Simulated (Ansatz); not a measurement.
# CoSn under pressure: fit and missing row

CoSn, P6/mmm, a = 5.220 Å, c = 4.168 Å. The structure is a Materials Project entry; whether it is the stable form wasn't checked. Ansatz: PBEsol, PAW, 420 eV, Γ-centred 12×12×8 mesh on 6 atoms, Gaussian smearing 0.10 eV; no spin polarisation. Cell and atoms are relaxed at each pressure, and no other structure is tried, so the rows at high pressure may lie past a change of phase.

```
V (Å³/atom) P (GPa)
     13.706    40.00
     14.738    20.00
     15.449     9.95
     15.881     4.98
          ?     2.00
     16.393    -0.02
     16.625    -2.00
```

Task: Take V0 = 16.393 Å³/atom, count pressures from its P0 = -0.02 GPa, fit the third-order Birch–Murnaghan form to the other rows, and predict the missing volume.

Result: With the Eulerian strain f = ½[(V0/V)^(2/3) − 1] and y = (P − P0)/[3f(1 + 2f)^(5/2)], the form is the line y = B0 + 1.5 B0 (B0′ − 4) f. Rows (f, y): 0.06338, 156.2; 0.03676, 152.0; 0.02017, 149.3; 0.01069, 147.9; -0.00466, 145.0. Means f = 0.02527, y = 150.08; Σ(Δf)² = 0.002719, ΣΔfΔy = 0.4431; the slope is their ratio. y = 146.0 + 163.0 f GPa, so B0 = 146.0 GPa and B0′ = 4 + 2 × (163.0)/(3 × 146.0) = 4.74. P = 2.00 GPa is met at f = 0.00449 (y = 146.73), so V = V0 (1 + 2f)^(−3/2) = 16.175 Å³/atom. The run gave 16.175 Å³/atom, the same to the digits shown.

The mesh isn't the same in all rows (12×12×8, 12×12×10).